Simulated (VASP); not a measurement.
# How a change of volume changes SiC (P6_3mc), part 3 of 3

How do the elastic response and the band edges of SiC follow a change of volume?

VASP 6.6.1, plane waves and PAW; the level of theory is named at each step.

So far: The structure; Relax the crystal, LDA; Relax at fixed volume, LDA; Dielectric response, LDA; Band edges, TB-mBJ with spin-orbit coupling.

**6. Band edges, r2SCAN**

Short lines in KPOINTS_OPT sample the zone centre, for masses, and the other valleys.

Level: r2SCAN; plane waves and PAW (Si, C).

INCAR

```
SYSTEM = SiC
PREC = Accurate
ENCUT = 600
EDIFF = 1E-06
NELM = 100
ISMEAR = 0
SIGMA = 0.02
LREAL = .FALSE.
ALGO = Normal
METAGGA = R2SCAN
LASPH = .TRUE.
NBANDS = 13
LWAVE = .FALSE.
LCHARG = .FALSE.
KPAR = 4
```

POSCAR

```
SiC
1.0
    3.0372288081      0.0000000000      0.0000000000
   -1.5186144040      2.6303173049      0.0000000000
    0.0000000000      0.0000000000      4.9840544626
Si C
2 2
Direct
    0.3333333333      0.6666666667      0.0006120067
    0.6666666667      0.3333333333      0.5006120067
    0.3333333333      0.6666666667      0.3763879933
    0.6666666667      0.3333333333      0.8763879933
```

KPOINTS

```
Automatic mesh
0
Gamma
9 9 5
0 0 0
```

KPOINTS_OPT

```
Line mode
6
Line-mode
Reciprocal
  0.00000000   0.00000000   0.00000000
  0.00000000   0.00000000   0.03966185

  0.00000000   0.00000000   0.00000000
 -0.02416950   0.01208475   0.00000000

  0.50000000   0.00000000   0.00000000
  0.50000000   0.00000000   0.50000000

  0.33333333   0.33333333   0.00000000
  0.33333333   0.33333333   0.50000000
```

PAW data sets: Si and C (LDA family, release 64).

Run with:

```
$ mpirun -np 4 vasp_std
```

The program printed:

```text
[banner, memory and clock lines left out]
running    4 mpi-ranks, on    1 nodes
[...]
[... a notice as in an earlier step ...]

 LDA part: xc-table for (None), standard interpolation
 POSCAR, INCAR and KPOINTS ok, starting setup
[...]
entering main loop
       N       E                     dE             d eps       ncg     rms          rms(c)
DAV:   1    -0.510780507027E+02   -0.51078E+02   -0.83902E+03   936   0.129E+03
DAV:   2    -0.121806331055E+03   -0.70728E+02   -0.64806E+02  1319   0.200E+02
DAV:   3    -0.125097818435E+03   -0.32915E+01   -0.32724E+01  1256   0.408E+01
DAV:   4    -0.125132141459E+03   -0.34323E-01   -0.34312E-01  1161   0.509E+00
[...]
DAV:  10    -0.118797389660E+03   -0.71189E-04   -0.13408E-04  1141   0.971E-02    0.329E-02
DAV:  11    -0.118797395922E+03   -0.62618E-05   -0.19432E-05  1191   0.427E-02    0.819E-03
DAV:  12    -0.118797396331E+03   -0.40916E-06   -0.99202E-07   843   0.917E-03
   1 F= -.11879740E+03 E0= -.11879740E+03  d E =-.480810E-14
 Start KPOINTS_OPT (optional k-point list driver)
k-point batch [1-24\24]
       N       E                     dE             ncg
DAV:   1     0.318100715693E+04   -0.63304E+04      624
DAV:   2     0.149748540841E+04   -0.16835E+04      904
DAV:   3     0.142661645333E+04   -0.70869E+02      839
DAV:   4     0.142586009898E+04   -0.75635E+00      749
DAV:   5     0.142584433987E+04   -0.15759E-01      834
DAV:   6     0.142584379212E+04   -0.54775E-03      784
DAV:   7     0.142584376851E+04   -0.23604E-04      755
DAV:   8     0.142584376739E+04   -0.11200E-05      625
DAV:   9     0.142584376729E+04   -0.97950E-07      587
```

Elapsed: 23 s, on 4 MPI ranks of Intel Xeon Platinum 8488C (Sapphire Rapids), shared host; peak memory 0.68 GiB; 89 s of CPU time.

Parts of OUTCAR (step 6):

```text
  Total        1.8361588      1.8361588      1.8332349      0.0000000      0.0000000      0.0000000
  in kB       73.8843382     73.8843382     73.7666843      0.0000000      0.0000000      0.0000000
  external PRESSURE =      73.8451202 kB  Pullay stress =       0.0000000 kB

 POSITION                                       TOTAL-FORCE (eV/Angst)
 -----------------------------------------------------------------------------------
     -0.00000      1.75354      0.00305        -0.000000     -0.000000     -0.003816
      1.51861      0.87677      2.49508         0.000000      0.000000     -0.003816
     -0.00000      1.75354      1.87594         0.000000     -0.000000      0.003816
      1.51861      0.87677      4.36797         0.000000     -0.000000      0.003816
 -----------------------------------------------------------------------------------
    total drift:                               -0.000000      0.000000      0.000649

  FREE ENERGIE OF THE ION-ELECTRON SYSTEM (eV)
  ---------------------------------------------------
  free  energy   TOTEN  =      -118.7973963310 eV

  energy  without entropy=     -118.7973963310  energy(sigma->0) =     -118.79739633

[... 1 part as in an earlier step ...]

[... 2 further parts left out ...]
[key lines of the parts left out:]
E-fermi :   8.8243
```

Read from the output:

| Property | Result |
| --- | --- |
| energy(sigma→0) of the program | -118.7974 eV |
| stress, compression positive | xx, yy, zz 7.39, 7.39, 7.38 GPa |

The run ends at a pressure of 7.38 GPa, with forces up to 0.0038 eV/Å.

**7. The whole series**

Runs beyond LDA use the data sets made with LDA; this shifts their levels slightly, and their total energies have another zero (at TB-mBJ, which has no energy functional, they mean nothing).

The other members went through these steps as far as the tables show, with the same cutoff and, step by step, the same mesh (but for the dielectric runs, see below); 32 runs are not shown. The session took 6.6 core hours (wall time by ranks) on a shared machine.

The dielectric columns come from linear-response runs at LDA, run where the gap exceeds a picked 1.2 eV, on meshes that differ between rows: 13×13×7 at 0.94, 0.96; 12×12×7 at 0.98, 0.99, 1, 1.01, 1.02, 1.04, 1.06. A change between rows on different meshes is not the strain's alone.

```csv
volume over the relaxed volume,volume (Å³/atom),pressure (GPa),energy above the unstrained row (meV/atom),"gap on the mesh, LDA (eV)",ε∞ (mean),static ε (mean),"largest Born charge, mean of the diagonal (e)",lowest optical mode (cm⁻¹),highest mode without LO–TO splitting (cm⁻¹)
0.940,9.548,15.973,29.634,2.155,6.885,10.220,2.790,254.689,903.085
0.960,9.751,10.109,12.884,2.191,6.928,10.314,2.774,255.914,881.142
0.980,9.954,4.789,3.220,2.225,6.976,10.412,2.758,256.958,860.200
0.990,10.056,2.319,0.851,2.242,6.999,10.460,2.750,257.454,849.875
1,10.157,-0.037,0.000,2.258,7.024,10.509,2.742,257.877,840.214
1.010,10.259,-2.280,0.615,2.274,7.049,10.558,2.735,258.275,830.809
1.020,10.361,-4.416,2.622,2.290,7.074,10.607,2.727,258.537,821.609
1.040,10.564,-8.388,10.543,2.321,7.128,10.708,2.711,258.966,803.357
1.060,10.767,-11.990,23.267,2.351,7.184,10.811,2.696,259.178,786.218
```

A cubic of the pressure in ln(V/V₀) through all rows has the slope −B at V₀: B = 230 GPa, and its curvature gives B′ = 3.9.

Band edges at TB-mBJ with spin-orbit coupling, counted from the valence-band top at Γ, spin-orbit pairs averaged, with one row partly withheld:

```csv
volume over the relaxed volume,gap (eV),conduction band at Γ (eV),lowest conduction level on M–L (eV),second valence level below the top (eV),third valence level below the top (eV)
0.940,3.203,6.266,3.836,0.009,0.129
0.960,3.236,6.083,3.797,0.009,0.128
0.980,3.268,5.906,3.759,0.009,0.126
0.990,3.284,5.822,3.742,0.009,0.124
1,3.299,5.735,3.723,0.009,0.124
1.010,3.314,?,3.704,0.009,0.123
1.020,3.328,5.567,3.686,0.009,0.122
1.040,3.357,5.409,3.653,0.009,0.119
1.060,3.384,5.254,3.619,0.009,0.116
```

Band edges at r2SCAN, counted from the valence-band top at Γ:

```csv
volume over the relaxed volume,gap (eV),conduction band at Γ (eV),lowest conduction level on M–L (eV),second valence level below the top (eV),third valence level below the top (eV)
0.940,2.546,6.099,3.389,0.000,0.115
0.960,2.578,5.903,3.345,0.000,0.115
0.980,2.610,5.713,3.302,0.000,0.114
0.990,2.625,5.622,3.282,0.000,0.113
1,2.640,5.529,3.260,0.000,0.112
1.010,2.654,5.439,3.240,0.000,0.112
1.020,2.669,5.349,3.220,0.000,0.111
1.040,2.697,5.179,3.182,0.000,0.110
1.060,2.724,5.011,3.144,0.000,0.108
```

**8. A fit to the known rows**

The quantity to fit is the conduction level at Γ above the mean of the three top valence levels at TB-mBJ with spin-orbit coupling: 6.313, 6.129, 5.951, 5.866, 5.779, 5.611, 5.452, 5.295 eV in the rows shown.

Fitting a parabola to the 8 known rows (u: logarithm of the volume ratio) gives E = 2.576 u² − 8.462 u + 5.779 in eV; the residuals are 7.9e-4 eV r.m.s.

At u = 0.009950 this predicts 5.6953 eV.

**9. Checking the prediction**

The calculation gives 5.6945 eV, so the prediction is 0.0008 eV too high, within twice the residual of the fit.

**10. Results**

* bulk modulus: 230 GPa
* gap of the unstrained cell, TB-mBJ with spin-orbit coupling: 3.30 eV
* gap of the unstrained cell, r2SCAN: 2.64 eV
* dE/d ln V of the conduction level at Γ above the mean of the three top valence levels, TB-mBJ with spin-orbit coupling: -8.46 eV
* error of the predicted row: 0.8 meV

In words: The slope of the energy gives 0.16 GPa at the relaxed volume where the pressure column has -0.04 GPa, a mark of the finite basis. At TB-mBJ with spin-orbit coupling the edge that sets the gap lies at a point without a column here, up to 0.63 eV below the lowest level listed; the gap runs between 3.20 and 3.38 eV. At r2SCAN the edge that sets the gap lies at a point without a column here, up to 0.84 eV below the lowest level listed; the gap runs between 2.55 and 2.72 eV. Hole masses are left out throughout, since the top bands are degenerate or cross in many series; of conduction masses, those of the Γ, L and (for Si and Ge under (001) strain) Δ valleys are kept where they change by under an eighth between rows. A measured gap of unstrained SiC is 3.33 eV (arxiv:2009.14696, band gap at cryogenic temperature, temperature not given); the static gaps here belong to the lattice relaxed at LDA. TB-mBJ is a potential fitted for gaps; it has no energy functional, so its total energies and forces mean nothing, and its bands tend to come out too narrow. r2SCAN opens gaps somewhat over GGA but leaves them below measured values as a rule. Spin-orbit coupling is left out at r2SCAN, so the valence splittings there lack it. Temperature, zero-point motion and excitons are left out.

[Lines on the potential files, build, host, timing and source positions are cut from VASP's logs without a mark.]

[Logs are printed without paths, hosts, clocks, repeated set-up lines and the standing remarks that a program may print on its own settings, such as how far it seeks lower states.]

[Hosts, paths, dates, database ids (printed as entryN), source tags and the programs' standing remarks are cut or masked in the printed files.]

[In band tables of VASP the shares of atoms and orbitals are scaled to a sum of 1 inside the atoms' spheres.]
